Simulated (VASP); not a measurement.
# Al16N15 (a cell with a defect) in VASP: further runs

One crystal, Al16N15 (a cell with a defect), is run at these levels: PBEsol; tasks: single point, relaxation of the atoms.

All numbers are computed with VASP 6.6.1; they aren't measurements. Logs are shortened: lines on timing, memory, paths and dates and some standing lists are left out, and cuts for length are marked.

### Step 1. The crystal as given

The cell holds a defect, 31 atoms: a = 6.220 Å, b = 6.220 Å, c = 9.960 Å, α = 90.00°, β = 90.00°, γ = 120.00°.

### Step 2. Single point, PBEsol, collinear spin, ferromagnetic start

Contents of INCAR:

```
ALGO = Normal
EDIFF = 1E-5
ENCUT = 450
GGA = PS
ISIF = 2
ISMEAR = 0
ISPIN = 2
KPAR = 4
LASPH = T
LCHARG = F
LORBIT = 11
LREAL = Auto
LWAVE = F
MAGMOM = -0.6 0 0 0 0 0 0 0 -0.6 0 -0.6 0 -0.6 0 0 0 0 0 0 0 0 0 0 0 0 0 0 0 0 0 0
NELECT = 124.0
NELM = 120
NUPDOWN = 0
PREC = Accurate
SIGMA = 0.03
```

Contents of KPOINTS:

```
k-points
0
Gamma
  3 3 2
```

Contents of POSCAR:

```
Al16N15
1.0
    6.2200008610      0.0000000000      0.0000000000
   -3.1100004305      5.3866787572      0.0000000000
    0.0000000000      0.0000000000      9.9600000000
Al N
16 15
Direct
    0.3333333333      0.1666666667      0.0000000000
    0.3333333333      0.1666666667      0.5000000000
    0.3333333333      0.6666666667      0.0000000000
    0.3333333333      0.6666666667      0.5000000000
    0.8333333333      0.1666666667      0.0000000000
    0.8333333333      0.1666666667      0.5000000000
    0.8333333333      0.6666666667      0.0000000000
    0.8333333333      0.6666666667      0.5000000000
    0.1666666667      0.3333333333      0.2500000000
    0.1666666667      0.3333333333      0.7500000000
    0.1666666667      0.8333333333      0.2500000000
    0.1666666667      0.8333333333      0.7500000000
    0.6666666667      0.3333333333      0.2500000000
    0.6666666667      0.3333333333      0.7500000000
    0.6666666667      0.8333333333      0.2500000000
    0.6666666667      0.8333333333      0.7500000000
    0.3333333333      0.1666666667      0.6910000000
    0.3333333333      0.6666666667      0.1910000000
    0.3333333333      0.6666666667      0.6910000000
    0.8333333333      0.1666666667      0.1910000000
    0.8333333333      0.1666666667      0.6910000000
    0.8333333333      0.6666666667      0.1910000000
    0.8333333333      0.6666666667      0.6910000000
    0.1666666667      0.3333333333      0.4410000000
    0.1666666667      0.3333333333      0.9410000000
    0.1666666667      0.8333333333      0.4410000000
    0.1666666667      0.8333333333      0.9410000000
    0.6666666667      0.3333333333      0.4410000000
    0.6666666667      0.3333333333      0.9410000000
    0.6666666667      0.8333333333      0.4410000000
    0.6666666667      0.8333333333      0.9410000000
```

Potentials or basis: VASP PAW PBE potentials, release 64 (Al, N).

Run with:

```console
$ cat potpaw_PBE.64/Al/POTCAR potpaw_PBE.64/N/POTCAR > POTCAR
$ mpirun -np 8 vasp_std > vasp.out
```

OUTCAR:

```text
EDIFF = 1E-5
   ENCUT = 450
   GGA = PS
   ISIF = 2
   ISMEAR = 0
   ISPIN = 2
   LASPH = T
   LORBIT = 11
   LREAL = Auto
   NELECT = 124.0
   NELM = 120
   NUPDOWN = 0
   PREC = Accurate

 ion  position               nearest neighbor table
   1  0.333  0.167  0.000-  25 1.89  29 1.89  27 1.89  10 3.07   9 3.07  14 3.07  13 3.07  12 3.07
                            11 3.07   5 3.11   5 3.11   3 3.11   3 3.11   7 3.11   7 3.11
   2  0.333  0.167  0.500-  24 1.89  28 1.89  26 1.89  17 1.90   9 3.07  10 3.07  13 3.07  14 3.07
                            11 3.07  12 3.07   6 3.11   6 3.11   8 3.11   4 3.11   4 3.11   8 3.11
   3  0.333  0.667  0.000-  27 1.89  31 1.89  25 1.89  18 1.90  11 3.07  12 3.07  15 3.07  16 3.07
                             9 3.07  10 3.07   7 3.11   7 3.11   1 3.11   1 3.11   5 3.11   5 3.11
   4  0.333  0.667  0.500-  26 1.89  30 1.89  24 1.89  19 1.90  11 3.07  12 3.07  15 3.07  16 3.07
                             9 3.07  10 3.07   8 3.11   8 3.11   2 3.11   2 3.11   6 3.11   6 3.11
   5  0.833  0.167  0.000-  29 1.89  25 1.89  31 1.89  20 1.90  13 3.07  14 3.07   9 3.07  10 3.07
                            15 3.07  16 3.07   1 3.11   1 3.11   7 3.11   7 3.11   3 3.11   3 3.11
   6  0.833  0.167  0.500-  28 1.89  24 1.89  30 1.89  21 1.90  13 3.07  14 3.07   9 3.07  10 3.07
                            15 3.07  16 3.07   2 3.11   2 3.11   8 3.11   8 3.11   4 3.11   4 3.11
   7  0.833  0.667  0.000-  31 1.89  27 1.89  29 1.89  22 1.90  15 3.07  16 3.07  11 3.07  12 3.07
                            13 3.07  14 3.07   3 3.11   3 3.11   5 3.11   5 3.11   1 3.11   1 3.11
   8  0.833  0.667  0.500-  30 1.89  26 1.89  28 1.89  23 1.90  15 3.07  16 3.07  11 3.07  12 3.07
                            13 3.07  14 3.07   4 3.11   4 3.11   6 3.11   6 3.11   2 3.11   2 3.11
   9  0.167  0.333  0.250-  20 1.89  18 1.89  24 1.90   2 3.07   1 3.07   6 3.07   5 3.07   4 3.07
[... 16 lines left out ...]
  18  0.333  0.667  0.191-  11 1.89  15 1.89   9 1.89   3 1.90
  19  0.333  0.667  0.691-  12 1.89  16 1.89  10 1.89   4 1.90
  20  0.833  0.167  0.191-  13 1.89   9 1.89  15 1.89   5 1.90
  21  0.833  0.167  0.691-  14 1.89  10 1.89  16 1.89   6 1.90
  22  0.833  0.667  0.191-  15 1.89  11 1.89  13 1.89   7 1.90
  23  0.833  0.667  0.691-  16 1.89  12 1.89  14 1.89   8 1.90
  24  0.167  0.333  0.441-   2 1.89   6 1.89   4 1.89   9 1.90
  25  0.167  0.333  0.941-   1 1.89   5 1.89   3 1.89  10 1.90
  26  0.167  0.833  0.441-   4 1.89   8 1.89   2 1.89  11 1.90
  27  0.167  0.833  0.941-   3 1.89   7 1.89   1 1.89  12 1.90
  28  0.667  0.333  0.441-   6 1.89   2 1.89   8 1.89  13 1.90
  29  0.667  0.333  0.941-   5 1.89   1 1.89   7 1.89  14 1.90
  30  0.667  0.833  0.441-   8 1.89   4 1.89   6 1.89  15 1.90
  31  0.667  0.833  0.941-   7 1.89   3 1.89   5 1.89  16 1.90

  LATTYP: Found a hexagonal cell.
 ALAT       =     6.2200008610
 C/A-ratio  =     1.6012859520

  Lattice vectors:

 A1 = (   6.2200008610,   0.0000000000,   0.0000000000)
 A2 = (  -3.1100004305,   5.3866787572,   0.0000000000)
 A3 = (   0.0000000000,   0.0000000000,   9.9600000000)

Analysis of symmetry for initial positions (statically):
=====================================================================
 Subroutine PRICEL returns:
 Original cell was already a primitive cell.

 Routine SETGRP: Setting up the symmetry group for a
 hexagonal supercell.

 Subroutine GETGRP returns: Found  6 space group operations
 (whereof  2 operations were pure point group operations)
 out of a pool of 24 trial point group operations.

The static configuration has the point symmetry C_1h.
 The point group associated with its full space group is C_3v.

Analysis of symmetry for dynamics (positions and initial velocities):
=====================================================================
 Subroutine PRICEL returns:
 Original cell was already a primitive cell.

 Routine SETGRP: Setting up the symmetry group for a
 hexagonal supercell.

 Subroutine GETGRP returns: Found  6 space group operations
 (whereof  2 operations were pure point group operations)
 out of a pool of 24 trial point group operations.

The dynamic configuration has the point symmetry C_1h.
 The point group associated with its full space group is C_3v.

Analysis of structural, dynamic, and magnetic symmetry:
=====================================================================
 Subroutine PRICEL returns:
 Original cell was already a primitive cell.

 Routine SETGRP: Setting up the symmetry group for a
 hexagonal supercell.

 Subroutine GETGRP returns: Found  6 space group operations
 (whereof  2 operations were pure point group operations)
 out of a pool of 24 trial point group operations.

The overall configuration has the point symmetry C_1h.
 The point group associated with its full space group is C_3v.

 Subroutine INISYM returns: Found  6 space group operations
[... 135 lines left out ...]
   NELM   =    120;   NELMIN=  2; NELMDL= -5     # of ELM steps
   EDIFF  = 0.1E-04   stopping-criterion for ELM
   LREAL  =      T    real-space projection
   EDIFFG = 0.1E-03   stopping-criterion for IOM
   NSW    =      0    number of steps for IOM
   IBRION =     -1    ionic relax: 0-MD 1-quasi-New 2-CG
   NFREE  =      0    steps in history (QN), initial steepest desc. (CG)
   ISIF   =      2    stress and relaxation
   ISYM   =      2    0-nonsym 1-usesym 2-fastsym
   POTIM  = 0.5000    time-step for ionic-motion
   TEBEG  =    0.0;   TEEND  =   0.0 temperature during run
   PSTRESS=    0.0 pullay stress
   NELECT =     124.0000    total number of electrons
   NUPDOWN=       0.0000    fix difference up-down
   EMIN   =  10.00;   EMAX   =-10.00  energy-range for DOS
   EFERMI =   0.00;   METHOD = LEGACY
   ISMEAR =     0;   SIGMA  =   0.03  broadening in eV -4-tet -1-fermi 0-gaus
   EFERMI_NEDOS =   21; number of points for ismear=-14 and -15
   IALGO  =     38    algorithm
   IMIX   =      4    mixing-type and parameters
     AMIX     =   0.40;   BMIX     =  1.00
     AMIX_MAG =   1.60;   BMIX_MAG =  1.00
  volume/ion in A,a.u.               =      10.76        72.64
  Fermi-wavevector in a.u.,A,eV,Ry     =   1.176951  2.224115 18.846981  1.385214
  Thomas-Fermi vector in A             =   2.313306
   LORBIT       =     11    0 simple, 1 ext, 2 COOP (PROOUT), +10 PAW based schemes
   GGA     = PS    functional components
   LHFCALC =     F    Hartree Fock is set to
   AEXX    =    0.0000 exact exchange contribution
   IVDW    =     0    specifies the selected vdW correction
   LEPSILON=     F    determine dielectric tensor
   LRPA    =     F    only Hartree local field effects (RPA)
 spin polarized calculation
 Gauss-broadening in eV      SIGMA  =   0.03
  energy-cutoff  :      450.00
  volume of cell :      333.71
 maximum number of plane-waves:      7283
 NGX is ok and might be reduce to    48
   NGX = 21   NGY = 21   NGZ = 35

 number of electron     123.9999983 magnetization       0.0157706

 number of electron     123.9999983 magnetization      -0.0015830

 Free energy of the ion-electron system (eV)
  ---------------------------------------------------
  ext. energy  EPLUGINS =         0.00000000
  ---------------------------------------------------
  free energy    TOTEN  =      -226.09243106 eV

  energy without entropy =     -226.08903840  energy(sigma->0) =     -226.09073473

 E-fermi :  10.1367     XC(G=0): -11.0682

 val. band max:       10.1241589232   @ k =   0.3333   0.3333   0.5000
 cond. band min:      10.1494280118   @ k =   0.3333   0.3333   0.0000
 fundamental gap:      0.0252690886
 Fermi energy:        10.1368978464

 spin component 1

 k-point     1 :       0.0000    0.0000    0.0000
  band No.  band energies     occupation
      1      -9.3632      1.00000
      2      -8.4885      1.00000
      3      -8.2326      1.00000
      4      -7.4498      1.00000
      5      -7.4275      1.00000
      6      -7.4275      1.00000
[... 451 lines left out ...]
     73      12.8880      0.00000
     74      13.0957      0.00000
 Fermi energy:        10.1367297198

 spin component 2

 k-point     1 :       0.0000    0.0000    0.0000
  band No.  band energies     occupation
      1      -9.3632      1.00000
      2      -8.4886      1.00000
      3      -8.2327      1.00000
      4      -7.4498      1.00000
      5      -7.4275      1.00000
      6      -7.4275      1.00000
[... 451 lines left out ...]
     73      12.8879      0.00000
     74      13.0955      0.00000
 [bands above 74 left out]

------------------------ aborting loop because EDIFF is reached ----------------------------------------

  FORCE on cell =-STRESS in cart. coord.  units (eV):
  Direction    XX          YY          ZZ          XY          YZ          ZX
  --------------------------------------------------------------------------------------
  -------------------------------------------------------------------------------------
  Total       13.0214384     13.0214384     12.0141682      0.0000000      0.0000000      0.0000000
  in kB       62.5170800     62.5170800     57.6810860      0.0000000      0.0000000      0.0000000
  external PRESSURE =      60.9050820 kB  Pullay stress =       0.0000000 kB

 VOLUME and BASIS-vectors are now :
 -----------------------------------------------------------------------------
  energy-cutoff  :      450.00
  volume of cell :      333.71
      direct lattice vectors                 reciprocal lattice vectors
     6.220000861  0.000000000  0.000000000     0.160771682  0.092821574  0.000000000
    -3.110000430  5.386678757  0.000000000     0.000000000  0.185643148  0.000000000
     0.000000000  0.000000000  9.960000000     0.000000000  0.000000000  0.100401606

 POSITION                                       TOTAL-FORCE (eV/Angst)
 -----------------------------------------------------------------------------------
      1.55500      0.89778      0.00000         0.000000     -0.000000      1.933423
      1.55500      0.89778      4.98000         0.000000     -0.000000     -0.840138
     -0.00000      3.59112      0.00000         0.048571      0.028043      0.623575
     -0.00000      3.59112      4.98000        -0.171884     -0.099237     -0.197007
      4.66500      0.89778      0.00000         0.000000     -0.056085      0.623575
      4.66500      0.89778      4.98000         0.000000      0.198475     -0.197007
[... 23 lines left out ...]
      1.55500      4.48890      4.39236         0.000000     -0.000000      0.332078
      1.55500      4.48890      9.37236         0.000000     -0.000000     -0.294797
 -----------------------------------------------------------------------------------
    total drift:                                0.000003     -0.000000      0.024357

  FREE ENERGIE OF THE ION-ELECTRON SYSTEM (eV)
  ---------------------------------------------------
  free  energy   TOTEN  =      -226.0924310554 eV

  energy  without entropy=     -226.0890383981  energy(sigma->0) =     -226.09073473

 total charge

# of ion       s       p       d       tot
------------------------------------------
    1        0.375   0.415   0.000   0.790
    2        0.370   0.447   0.000   0.816
    3        0.370   0.445   0.000   0.814
    4        0.372   0.449   0.000   0.821
    5        0.370   0.445   0.000   0.814
    6        0.372   0.449   0.000   0.821
[... 23 lines left out ...]
   30        1.225   2.620   0.000   3.846
   31        1.226   2.621   0.000   3.847
--------------------------------------------------
tot         24.472  46.204   0.000  70.676

 magnetization (x)

# of ion       s       p       d       tot
------------------------------------------
    1        0.000  -0.000   0.000   0.000
    2        0.000   0.000   0.000   0.000
    3        0.000   0.000   0.000   0.000
    4        0.000   0.000   0.000   0.000
    5        0.000   0.000   0.000   0.000
    6        0.000   0.000   0.000   0.000
[... 23 lines left out ...]
   30        0.000   0.000   0.000   0.000
   31        0.000  -0.000   0.000  -0.000
--------------------------------------------------
tot          0.000   0.000   0.000   0.000
```

It took 63 s on 8 MPI ranks of AMD EPYC 9R45 (Zen 5), shared host; peak memory 0.38 GiB.

Results:

```yaml
Free_energy: -226.0924 eV
Largest_force: 1.933 eV/Å
Net_moment: 0.00 μB per cell
Valence_electrons_inside_the_program's_atomic_spheres: Al 0.79, 0.82, 0.81; N 3.85, 3.84
```

Forces on the atoms (eV/Å):
```
Al   0.000  0.000  1.933
Al   0.000  0.000 -0.840
Al   0.049  0.028  0.624
Al  -0.172 -0.099 -0.197
Al   0.000 -0.056  0.624
Al   0.000  0.198 -0.197
Al  -0.049  0.028  0.624
Al   0.172 -0.099 -0.197
Al   1.354 -0.782 -0.679
Al  -0.159  0.092  0.110
Al   0.000  1.563 -0.679
Al   0.000 -0.184  0.110
Al  -1.354 -0.782 -0.679
Al   0.159  0.092  0.110
Al   0.000  0.000 -0.195
Al   0.000  0.000  0.103
N    0.000  0.000 -0.001
N   -0.068 -0.039 -0.047
N    0.191  0.110  0.037
N    0.000  0.079 -0.047
N    0.000 -0.221  0.037
N    0.068 -0.039 -0.047
N   -0.191  0.110  0.037
N   -0.218  0.126  0.585
N   -0.204  0.118 -0.779
N    0.000 -0.252  0.585
N    0.000 -0.235 -0.779
N    0.218  0.126  0.585
N    0.204  0.118 -0.779
N    0.000  0.000  0.332
N    0.000  0.000 -0.295
```

Caveat: the k mesh is coarse (spacing up to 0.39 Å⁻¹), so the values aren't converged; the cell is charged against a uniform background, so pressure and absolute levels hang on convention; the cutoff is under 1.25 times the usual one of these potentials, so pressure, stress and relaxed cells hold a basis-set (Pulay) error; the moment is held away from its start; the PAW data sets were made with another functional, which shifts forces and pressure a little; the total moment is fixed, so each spin has its own Fermi level.

### Step 3. Relaxation of the atoms, PBEsol, collinear spin, ferromagnetic start

Contents of INCAR:

```
SYSTEM = Al16N15
PREC = Accurate
ENCUT = 450
EDIFF = 1E-5
ISMEAR = 0
SIGMA = 0.03
LREAL = Auto
LASPH = .TRUE.
NELM = 120
ALGO = Normal
ISIF = 2
LWAVE = .FALSE.
LCHARG = .FALSE.
ISPIN = 2
MAGMOM = 0.5 0 0 0 0 0 0 0 0.5 0 0.5 0 0.5 0 0 0 0 0 0 0 0 0 0 0 0 0 0 0 0 0 0
LORBIT = 11
GGA = PS
IBRION = 2
NSW = 40
EDIFFG = -0.03
NELECT = 124.0
KPAR = 4
```

Contents of KPOINTS:

```
regular mesh
0
G
  3 3 2
  0 0 0
```

POSCAR is that of step 2.

Potentials or basis: VASP PAW PBE potentials, release 64 (Al, N).

Run with:

```console
$ cat potpaw_PBE.64/Al/POTCAR potpaw_PBE.64/N/POTCAR > POTCAR
$ mpirun -np 8 vasp_std > vasp.out
```

Wall time 4.3 min (8 MPI ranks of AMD EPYC 9R45 (Zen 5), shared host); peak memory 0.43 GiB.

Results (log left out):

| Property | Result |
| --- | --- |
| Free energy | -226.6232 eV |
| Energy gained by relaxing | 14.3 meV/atom |
| Ionic steps | 8 |
| Largest force after relaxing | 0.024 eV/Å |
| Band gap on the k mesh | none (metal or under the smearing width) |
| Net moment | 2.00 μB per cell |
| Site moments | Al +0.08, +0.00, -0.00, +0.01; N -0.00, +0.02, +0.01, +0.03, +0.00 μB |
| Valence electrons inside the program's atomic spheres | Al 0.79, 0.82, 0.81, 0.83, 0.78; N 3.84, 3.81, 3.85, 3.83 |

Forces in eV/Å, atoms in the order of the input:
```
Al   0.000  0.000 -0.004
Al   0.000  0.000 -0.021
Al  -0.009 -0.005  0.017
Al   0.008  0.005 -0.008
Al   0.000  0.010  0.017
Al   0.000 -0.009 -0.008
Al   0.009 -0.005  0.017
Al  -0.008  0.005 -0.008
Al  -0.009  0.005  0.009
Al   0.008 -0.005 -0.015
Al   0.000 -0.010  0.009
Al   0.000  0.010 -0.015
Al   0.009  0.005  0.009
Al  -0.008 -0.005 -0.015
Al   0.000  0.000  0.004
Al   0.000  0.000  0.019
N    0.000  0.000 -0.009
N   -0.007 -0.004  0.009
N    0.003  0.002 -0.011
N    0.000  0.008  0.009
N    0.000 -0.004 -0.011
N    0.007 -0.004  0.009
N   -0.003  0.002 -0.011
N   -0.013  0.007 -0.002
N   -0.018  0.010 -0.005
N    0.000 -0.015 -0.002
N    0.000 -0.021 -0.005
N    0.013  0.007 -0.002
N    0.018  0.010 -0.005
N    0.000  0.000  0.002
N    0.000  0.000  0.024
```

Step by step:
```csv
step,energy change (eV),largest force (eV/Å),pressure (GPa)
1,0.0000,1.6961,6.05
2,-0.3767,0.6072,5.07
3,-0.3857,0.5095,5.16
4,-0.4303,0.2398,4.76
5,-0.4348,0.1984,4.83
6,-0.4421,0.0775,4.78
7,-0.4422,0.0853,4.77
8,-0.4432,0.0245,4.78
```

Final structure:
```yaml
crystal:
  lattice:
    - [6.22000, 0.00000, 0.00000]
    - [-3.11000, 5.38668, 0.00000]
    - [0.00000, 0.00000, 9.96000]
  atoms:
    - { symbol: Al, position: [0.33333, 0.16667, 0.00729] }
    - { symbol: Al, position: [0.33333, 0.16667, 0.49495] }
    - { symbol: Al, position: [0.33286, 0.66643, 0.00170] }
    - { symbol: Al, position: [0.33258, 0.66629, 0.49963] }
    - { symbol: Al, position: [0.83357, 0.16714, 0.00170] }
    - { symbol: Al, position: [0.83371, 0.16742, 0.49963] }
    - { symbol: Al, position: [0.83357, 0.66643, 0.00170] }
    - { symbol: Al, position: [0.83371, 0.66629, 0.49963] }
    - { symbol: Al, position: [0.17608, 0.32392, 0.24897] }
    - { symbol: Al, position: [0.16689, 0.33311, 0.74897] }
    - { symbol: Al, position: [0.17608, 0.85216, 0.24897] }
    - { symbol: Al, position: [0.16689, 0.83378, 0.74897] }
    - { symbol: Al, position: [0.64784, 0.32392, 0.24897] }
    - { symbol: Al, position: [0.66622, 0.33311, 0.74897] }
    - { symbol: Al, position: [0.66667, 0.83333, 0.24969] }
    - { symbol: Al, position: [0.66667, 0.83333, 0.75058] }
    - { symbol: N, position: [0.33333, 0.16667, 0.68860] }
    - { symbol: N, position: [0.33241, 0.66621, 0.19183] }
    - { symbol: N, position: [0.33487, 0.66743, 0.69068] }
    - { symbol: N, position: [0.83379, 0.16759, 0.19183] }
    - { symbol: N, position: [0.83257, 0.16513, 0.69068] }
    - { symbol: N, position: [0.83379, 0.66621, 0.19183] }
    - { symbol: N, position: [0.83257, 0.66743, 0.69068] }
    - { symbol: N, position: [0.16516, 0.33484, 0.44356] }
    - { symbol: N, position: [0.16587, 0.33413, 0.93852] }
    - { symbol: N, position: [0.16516, 0.83031, 0.44356] }
    - { symbol: N, position: [0.16587, 0.83175, 0.93852] }
    - { symbol: N, position: [0.66969, 0.33484, 0.44356] }
    - { symbol: N, position: [0.66825, 0.33413, 0.93852] }
    - { symbol: N, position: [0.66667, 0.83333, 0.44146] }
    - { symbol: N, position: [0.66667, 0.83333, 0.94083] }
```

Levels at points of the mesh, in eV from the Fermi level:
Spin up:
```
           k point  band 61  band 62  band 63  band 64  band 65  band 66
(0.00, 0.00, 0.00)    -3.74    -0.43     0.74     0.74     0.92     1.43
(0.00, 0.00, 0.50)    -3.89    -0.61     0.95     0.95     1.14     1.14
```
Spin down:
```tsv
k point	band 58	band 59	band 60	band 61	band 62	band 63	band 64	band 65
(0.00, 0.00, 0.00)	-4.02	-3.81	-3.81	-3.68	0.24	0.97	1.25	1.25
(0.00, 0.00, 0.50)	-3.94	-3.86	-3.86	-3.73	0.04	1.37	1.37	1.45
```

Caveat: the k mesh is coarse (spacing up to 0.39 Å⁻¹), so the values aren't converged; the cell is charged against a uniform background, so pressure and absolute levels hang on convention; the cutoff is under 1.25 times the usual one of these potentials, so pressure, stress and relaxed cells hold a basis-set (Pulay) error; the PAW data sets were made with another functional, which shifts forces and pressure a little.
